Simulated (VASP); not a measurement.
Input of a VASP 6.6.1 run:

INCAR

```
PREC = Accurate
ENCUT = 520
EDIFF = 1E-7
ISMEAR = 0
SIGMA = 0.05
LREAL = False
LASPH = True
NELM = 80
ALGO = Normal
ISIF = 2
LWAVE = False
LCHARG = True
LDIPOL = True
IDIPOL = 3
DIPOL = 0.5 0.5 0.500
GGA = PE
LELF = True
LVHAR = True
LVACPOTAV = True
```

File KPOINTS:

```
regular mesh
0
Gamma
  7 7 1
```

POSCAR

```
MgI2
1.0
    4.1537001214      0.0000000000      0.0000000000
   -2.0768500607      7.7477069204      0.0000000000
    0.0000000000      0.0000000000     25.1375606861
I Mg
8 4
Direct
    0.9767948070      0.9535896139      0.2983583051
    0.2387736306      0.4775472612      0.3214160341
    0.5845790258      0.1691580515      0.4251001920
    0.8465578494      0.6931156988      0.4481579210
    0.1923632446      0.3847264891      0.5518420790
    0.4543420682      0.9086841364      0.5748998080
    0.8001474634      0.6002949267      0.6785839659
    0.0621262869      0.1242525739      0.7016416949
    0.6077842188      0.2155684376      0.3098871696
    0.2155684376      0.4311368752      0.4366290565
    0.8233526564      0.6467053127      0.5633709435
    0.4311368752      0.8622737503      0.6901128304
```

Potentials or basis: VASP PAW PBE potentials, release 64 (I, Mg).

The run is started by

```bash
$ cat potpaw_PBE.64/I/POTCAR potpaw_PBE.64/Mg/POTCAR > POTCAR
$ mpirun -np 1 vasp_std > vasp.out
```

Question: Estimate the ionisation potential of the upper face.

Answer: 5.84 eV.

Question: What does it give for the largest force?

Answer: 0.803 eV/Å.

Question: What does it give for the band gap on the k mesh?

Answer: 3.16 eV, indirect (least direct gap 3.17 eV).

Forces in eV/Å, atoms in the order of the input:
```
I    0.000  0.624 -0.383
I    0.000  0.016 -0.501
I    0.000  0.083  0.032
I    0.000  0.007 -0.074
I    0.000 -0.007  0.074
I    0.000 -0.083 -0.032
I    0.000 -0.016  0.501
I    0.000 -0.624  0.383
Mg   0.000 -0.620  0.510
Mg   0.000 -0.068  0.147
Mg   0.000  0.068 -0.147
Mg   0.000  0.620 -0.510
```

Caveat: spin-orbit coupling is left out, which moves the levels of the heavy elements.
